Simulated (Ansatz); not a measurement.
# Os: further runs on the relaxed cell

The task here is to estimate one member of a computed series from the others.

Program: Ansatz 0.2.0. Level of theory: DFT PBE, scalar-relativistic, plane waves, PAW. These are calculated values, not measurements.

2 further runs of the same task are left out: 2 set aside as unsound or not needed.

**The structure to begin with**

Symmetry: P6_3/mmc, No. 194, hexagonal system. Conventional cell: a = 2.753 Å, b = 2.753 Å, c = 4.351 Å, α = 90.00°, β = 90.00°, γ = 120.00°. Around Os (site symmetry -6m2) lie 12 Os at 2.69 to 2.75 Å.

Structure file:

```xyz
2
Lattice="2.7528 0.0000 0.0000 -1.3764 2.3840 0.0000 0.0000 0.0000 4.3509" Properties=species:S:1:pos:R:3 pbc="T T T"
Os    0.0000    1.5893    1.0877
Os    1.3764    0.7947    3.2632
```

This cell was relaxed beforehand with the same method: volume 14.28 Å³/atom, gap on the mesh none (metal).

The first run:

input.yaml

```yaml
crystal:
  lattice:
    - [2.7527783825, 0.0, 0.0]
    - [-1.3763891913, 2.3839760102, 0.0]
    - [0.0, 0.0, 4.3508748739]
  atoms:
    - { symbol: Os, position: [0.3333333333, 0.6666666667, 0.25] }
    - { symbol: Os, position: [0.6666666667, 0.3333333333, 0.75] }
basis:
  ecutwfc: 420
kpoints:
  mp_grid: { grid: [18, 18, 10] }
  band_path:
    path:
      - [[0.0, 0.0, 0.0], [0.5, 0.0, 0.0], [0.33333333, 0.33333333, 0.0], [0.0, 0.0, 0.0], [0.0, 0.0, 0.5], [0.5, 0.0, 0.5], [0.33333333, 0.33333333, 0.5], [0.0, 0.0, 0.5]]
      - [[0.5, 0.0, 0.5], [0.5, 0.0, 0.0]]
      - [[0.33333333, 0.33333333, 0.5], [0.33333333, 0.33333333, 0.0]]
    npoints: 14
hamiltonian:
  xc: pbe
scf:
  occupations: { method: gaussian, width: 0.1 }
  n_extra_bands: 6
output:
  forces: true
  stress: true
  eigenvalues: true
  populations: true
  dos: { projected: true, de: 0.02, nscf_kmesh: { grid: [27, 27, 15] } }
  bader: true
  write_density: true
  write_potential: true
  elf: true
  volumetric_format: npy
```

Command:

```console
$ ansatz run input.yaml --threads 1 --pin off --max-ram 2560MiB --backend cpu --events-out ev --progress --plain --runs-dir out
```

Steps of the session up to this table: Electronic structure at the relaxed geometry; Point at V/V0 = 0.97; Volume × 1.03; The cell scaled to 0.94 of its volume; The cell scaled to 1.06 of its volume.

One of the session's tables, all rows but one given; the rest of the session is left out.

It belongs to the step «Equation of state». 

```
volume (Å³/atom)  energy above the lowest point (meV/atom)  pressure (GPa)
          13.420                                      71.6           28.49
          13.848                                      16.8           13.02
          14.276                                       0.0            0.00
          14.705                                         ?               ?
          15.133                                      57.0          -20.09
```

Estimate the missing values for volume (Å³/atom) = 14.705.

Worked estimate for «energy above the lowest point (meV/atom)». A straight line through the neighbours (14.276, 0.0) and (15.133, 57.0) gives 0.0 + (57.0 − 0.0) × (14.705 − 14.276) / (15.133 − 14.276) = 28.5; a parabola fitted to 3 rows on both sides gives 13.4.

The run gave: energy above the lowest point (meV/atom): 15.1; pressure (GPa): -10.93. In «energy above the lowest point (meV/atom)» the line misses by +13.4 and the parabola by -1.7.
